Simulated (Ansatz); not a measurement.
## GaAs under changes of volume

One of the cells (22.590 Å³/atom); the others are scaled copies at fixed shape and fractional positions:

```
CELL_PARAMETERS angstrom
0.00000 2.82685 2.82685
2.82685 0.00000 2.82685
2.82685 2.82685 0.00000
ATOMIC_POSITIONS crystal
As 0.75000 0.75000 0.75000
Ga 0.00000 0.00000 0.00000
```

```yaml
Program: Ansatz 0.2.0
Functional: PBE
Potentials_or_basis: PseudoDojo standard (PBE files)
Cutoff: 1143 eV
Density_cutoff: 4572 eV
k_mesh: 8 × 8 × 8
Occupations: fermi-dirac, width 0.05 eV
Spin: no spin polarisation
```

```tsv
volume (Å³/atom)	energy over the lowest point (meV/atom)	pressure (GPa)	gap on the mesh (eV)
21.234	61.66	8.8	0.99
21.686	39.65	6.8	0.83
22.138	23.02	5.0	0.67
22.590	11.21	3.4	0.52
23.041	?	?	?
23.493	0.14	0.7	0.22
23.945	0.00	-0.5	0.09
```

Task: What does the run at 23.041 Å³/atom give?

Result: Energy over the lowest point 3.73 meV/atom; pressure 1.9 GPa; gap on the mesh 0.37 eV.

Worked out: A Birch-Murnaghan fit of order 3 (a polynomial in V^(-2/3)) to the other rows has its minimum at 23.74 Å³/atom with B0 = V·E''(V) = 61 GPa and B' = 4.7. It gives 3.75 meV/atom at 23.041 Å³/atom, against the run's 3.73, and -dE/dV = 1.9 GPa, against 1.9.

Energies are extrapolated to zero smearing.

A mesh can miss the band edges. Spin-orbit coupling on As, Ga is left out.
